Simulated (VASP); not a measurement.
# Sn: molecular dynamics at constant energy

Sn, Im-3m (no. 229), 12 atoms in the cell. PBE, molecular dynamics; PAW potentials Sn (PBE set).

Ensemble: NVE; Starting temperature (K): 1000.

## Input

INCAR:
```
  GGA = PE
  PREC = Normal
  ENCUT = 200
  EDIFF = 1E-6
  NELMIN = 4
  NELM = 60
  ALGO = Fast
  LREAL = Auto
  LASPH = T
  ISMEAR = -1
  SIGMA = 0.05
  ISYM = 0
  LWAVE = F
  LCHARG = F
  IBRION = 0
  NSW = 60
  POTIM = 4.0
  TEBEG = 1000
  ISIF = 2
  RANDOM_SEED = 280385 0 0
  MDALGO = 2
  SMASS = -3
  KPAR = 2
```

KPOINTS:
```
k-points
0
Monkhorst-Pack
  2 2 2
```

POSCAR:
```
Sn
1.0
   -3.7893036384      3.7893036384      3.7893036384
    3.7893036384     -3.7893036384      3.7893036384
    5.6839554576      5.6839554576     -5.6839554576
Sn
12
Direct
    0.0000000000      0.0000000000      0.0000000000
    0.0000000000      0.0000000000      0.3333333333
    0.0000000000      0.0000000000      0.6666666667
    0.0000000000      0.5000000000      0.0000000000
    0.0000000000      0.5000000000      0.3333333333
    0.0000000000      0.5000000000      0.6666666667
    0.5000000000      0.0000000000      0.0000000000
    0.5000000000      0.0000000000      0.3333333333
    0.5000000000      0.0000000000      0.6666666667
    0.5000000000      0.5000000000      0.0000000000
    0.5000000000      0.5000000000      0.3333333333
    0.5000000000      0.5000000000      0.6666666667
```

Commands:
```
cat potpaw_PBE.64/Sn/POTCAR > POTCAR
mpirun -np 2 vasp_std > vasp.out
```

## Result

- Rise of the mean potential energy above the start (meV/atom): 60.6
- Mean temperature (K): 489
- Standard error of the mean temperature (K): 100
- Relative fluctuation of the kinetic energy: 0.442
- Canonical value of that fluctuation: 0.246
- Electronic steps per ionic step after the first: 4.2

Course of the run:

| Time (fs) | Temperature (K) | Potential energy less the first (meV/atom) |
|---|---|---|
| 4 | 1000 | 0.0 |
| 24 | 903 | 11.5 |
| 40 | 715 | 33.9 |
| 60 | 467 | 63.3 |
| 76 | 358 | 76.2 |
| 96 | 382 | 73.3 |
| 112 | 473 | 62.5 |
| 132 | 558 | 52.4 |
| 148 | 551 | 53.2 |
| 168 | 452 | 65.0 |
| 184 | 338 | 78.5 |
| 204 | 230 | 91.3 |
| 220 | 222 | 92.3 |
| 240 | 314 | 81.3 |

The mean temperature lies below the starting 1000 K, since the atoms start on their sites and part of their kinetic energy turns into potential energy.

REPORT:
```
MDALGO =   2
               SCALING =       0
                 CNEXP =     9.000   14.000
           RANDOM_SEED =            280385                0                0

   original number of atomic DOF:         33
   number of independent constraints:      0
   number of active DOF:                  33

========================================
         MD step No.       1
========================================

  Atomic velocities initialized by STEP_tb

  >Energies
                    E_tot             E_pot             E_kin               EPS                ES
   e_b>   -0.44486978E+02   -0.45908847E+02    0.14218684E+01    0.00000000E+00    0.00000000E+00

  >Temperature
               T_sim     T_inst
   tmprt>   1000.000   1000.000

  >Thermostat:
           s(n+1) sdot(n+1)      s(n)   sdot(n)        Qs
   s_b>   0.00000   0.00000   0.00000   0.00000  -3.00000

           RANDOM_SEED =            280385               72                0

[... steps left out ...]

========================================
         MD step No.      60
========================================

  >Energies
                    E_tot             E_pot             E_kin               EPS                ES
   e_b>   -0.44486353E+02   -0.44933306E+02    0.44695255E+00    0.00000000E+00    0.00000000E+00

  >Temperature
               T_sim     T_inst
   tmprt>   1000.000    314.342

  >Thermostat:
           s(n+1) sdot(n+1)      s(n)   sdot(n)        Qs
   s_b>   0.00000   0.00000   0.00000   0.00000  -3.00000

           RANDOM_SEED =            280385               72                0
```

OSZICAR:
```
N       E                     dE             d eps       ncg     rms          rms(c)
DAV:   1     0.932840227238E+02    0.93284E+02   -0.91093E+03   248   0.549E+02
DAV:   2    -0.345488227574E+02   -0.12783E+03   -0.12007E+03   284   0.113E+02
DAV:   3    -0.458262726549E+02   -0.11277E+02   -0.10785E+02   344   0.327E+01
DAV:   4    -0.461089098813E+02   -0.28264E+00   -0.28045E+00   320   0.500E+00
DAV:   5    -0.461143323063E+02   -0.54224E-02   -0.54146E-02   321   0.659E-01    0.500E+00
RMM:   6    -0.459894154871E+02    0.12492E+00   -0.26764E-02   248   0.781E-01    0.297E+00
RMM:   7    -0.459073121128E+02    0.82103E-01   -0.77337E-02   248   0.133E+00    0.120E-01
RMM:   8    -0.459087045855E+02   -0.13925E-02   -0.65564E-03   249   0.388E-01    0.308E-02
RMM:   9    -0.459088066067E+02   -0.10202E-03   -0.90968E-04   258   0.129E-01    0.119E-02
RMM:  10    -0.459088407584E+02   -0.34152E-04   -0.15298E-04   262   0.412E-02    0.864E-03
RMM:  11    -0.459088451311E+02   -0.43727E-05   -0.31261E-05   248   0.158E-02    0.161E-03
RMM:  12    -0.459088466745E+02   -0.15434E-05   -0.33039E-06   174   0.608E-03    0.113E-03
[... left out ...]
     58 T=   267. E= -.44486302E+02 F= -.44865505E+02 E0= -.44845586E+02  EK= 0.37920E+00 SP= 0.00E+00 SK= 0.00E+00
     59 T=   289. E= -.44486337E+02 F= -.44897597E+02 E0= -.44877261E+02  EK= 0.41126E+00 SP= 0.00E+00 SK= 0.00E+00
[... last step whole ...]
       N       E                     dE             d eps       ncg     rms          rms(c)
DAV:   1    -0.449333054564E+02   -0.35708E-01   -0.13856E-03   208   0.706E-01    0.155E-03
RMM:   2    -0.449333053591E+02    0.97302E-07   -0.13581E-05   248   0.123E-02    0.775E-04
RMM:   3    -0.449333056602E+02   -0.30113E-06   -0.26476E-06   171   0.480E-03    0.633E-04
RMM:   4    -0.449333057195E+02   -0.59308E-07   -0.50678E-07   141   0.225E-03
     60 T=   314. E= -.44486353E+02 F= -.44933306E+02 E0= -.44912416E+02  EK= 0.44695E+00 SP= 0.00E+00 SK= 0.00E+00
```

Limits: 240 fs of 12 atoms are too short for converged averages; the cell is only 5.4 Å across, so each atom moves in step with near copies of itself.

VASP 6.6.1 took 337 s on 2 cores (Intel Xeon Platinum 8375C @ 2.90GHz (Ice Lake)), a shared host.
